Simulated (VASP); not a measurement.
Crystal: PtS2.

```xyz
3
Lattice="3.5432 0.0000 0.0000 -1.7716 3.0685 0.0000 0.0000 0.0000 5.0388" Properties=species:S:1:pos:R:3 pbc="T T T"
Pt    0.0000    0.0000    0.0000
S     1.7716    1.0228    3.8950
S     0.0000    2.0457    1.1438
```

* Program: VASP 6.6.1
* Task: relaxation of cell and atoms
* Functional: PBE
* Potentials or basis: VASP PAW PBE potentials, release 54 (Pt, S)
* Cutoff: 600 eV
* k mesh: 9 × 9 × 5
* Occupations: fermi-dirac, width 0.05 eV
* Spin: no spin polarisation

At the start: pressure 11.1 GPa; volume 18.26 Å³/atom.

Where does the relaxation end?

Over 19 steps the energy falls by 62.8 meV/atom and the volume is 23.22 Å³/atom (+27.1 %); space group P-3m1 (No. 164, to 0.05 Å).

The path:
| step | energy change (eV) | largest force (eV/Å) | pressure (GPa) | volume (Å³) |
| --- | --- | --- | --- | --- |
| 1 | 0.0000 | 1.2127 | 11.13 | 54.78 |
| 2 | 0.2409 | 1.3967 | -12.60 | 65.47 |
| 3 | -0.1406 | 0.0194 | -0.43 | 58.46 |
| 4 | -0.1408 | 0.0568 | -0.08 | 58.33 |
| 5 | -0.1408 | 0.0766 | 0.10 | 58.25 |
| 6 | -0.1481 | 0.0024 | 0.19 | 58.34 |
| 7 | -0.1529 | 0.1436 | 0.34 | 58.47 |
| 8 | -0.1559 | 0.1629 | 0.07 | 58.91 |
| 9 | -0.1627 | 0.2163 | -0.68 | 60.23 |
| 10 | -0.1688 | 0.3089 | -1.86 | 62.89 |
| 11 | -0.1694 | 0.3025 | -1.82 | 62.95 |
| 12 | -0.1713 | 0.2834 | -1.67 | 63.11 |
| 13 | -0.1748 | 0.2438 | -1.37 | 63.44 |
| 14 | -0.1803 | 0.1596 | -0.76 | 64.09 |
| 15 | -0.1852 | 0.0264 | 0.57 | 65.38 |
| 16 | -0.1852 | 0.0399 | 0.67 | 65.47 |
| 17 | -0.1859 | 0.0333 | 0.57 | 65.89 |
| 18 | -0.1875 | 0.0172 | 0.32 | 67.14 |
| 19 | -0.1885 | 0.0002 | -0.04 | 69.66 |

Final structure:
```
Pt S
1.0
     3.57469    0.00000    0.00000
    -1.78735    3.09578    0.00000
     0.00000    0.00000    6.29426
Pt S
1 2
Direct
  0.00000 0.00000 0.00000
  0.66667 0.33333 0.80533
  0.33333 0.66667 0.19467
```

Caveat: the volume moved by over 15 % at a fixed basis, so the end points are rough; this functional lacks dispersion, which binds the layers, so the pressure and a relaxed spacing across them are unreliable, and here the layers came unbound; the volume moved by +27 % from the deposited cell, more than functionals usually miss.
